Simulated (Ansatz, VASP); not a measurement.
Two plane-wave programs on H

Contents of INCAR:

```
SYSTEM = H
ALGO = Normal
EDIFF = 1E-8
ENCUT = 520
GGA = PE
ISIF = 2
ISMEAR = -1
LASPH = .TRUE.
LCHARG = .FALSE.
LEFG = .TRUE.
LREAL = .FALSE.
LWAVE = .FALSE.
NBANDS = 6
NELM = 80
PREC = Accurate
SIGMA = 0.05
```

Contents of KPOINTS:

```
k-points
0
G
  20 20 20
  0 0 0
```

The input POSCAR:

```
H
1.0
   -0.8898372706      0.8898372706      0.8898372706
    0.8898372706     -0.8898372706      0.8898372706
    0.8898372706      0.8898372706     -0.8898372706
H
1
Direct
    0.0000000000      0.0000000000      0.0000000000
```

Input for Ansatz:

```yaml
crystal:
  lattice:
    - [-0.8898372706, 0.8898372706, 0.8898372706]
    - [0.8898372706, -0.8898372706, 0.8898372706]
    - [0.8898372706, 0.8898372706, -0.8898372706]
  atoms:
    - { symbol: H, position: [0.0, 0.0, 0.0] }
kpoints:
  mp_grid: { grid: [20, 20, 20] }
scf:
  occupations: { method: fermi_dirac, width: 0.05 }
hamiltonian:
  xc: pbe
  pseudopotentials: { kind: paw }
output:
  forces: true
  stress: true
  eigenvalues: true
  efg: { contact_densities: true }
```

Change from the starting cell: volume scaled by 0.95, PAW files.

Alike in both runs: task electric field gradients; functional PBE; k mesh 20 × 20 × 20; occupations fermi-dirac, width 0.05 eV; no spin polarisation.

|  | VASP | Ansatz |
| --- | --- | --- |
| version | VASP 6.6.1 | Ansatz 0.2.0 |
| potentials or method | VASP PAW PBE potentials, release 64 (H) | PAW with Ansatz's default frozen-core files, scalar-relativistic |
| plane-wave cutoff (eV) | 520 | 420 |
| valence electrons in the cell | 1 | 1 |

|  | VASP | Ansatz | Ansatz less VASP |
| --- | --- | --- | --- |
| pressure (GPa) | 5.5 | 6.2 | +0.73 |
| Vzz of the field gradient on the site that differs most (V/Å²) | 0.0 | 0.0 | 0.00 |

With one functional, cell and mesh, what is left measures potentials, basis and numerics.
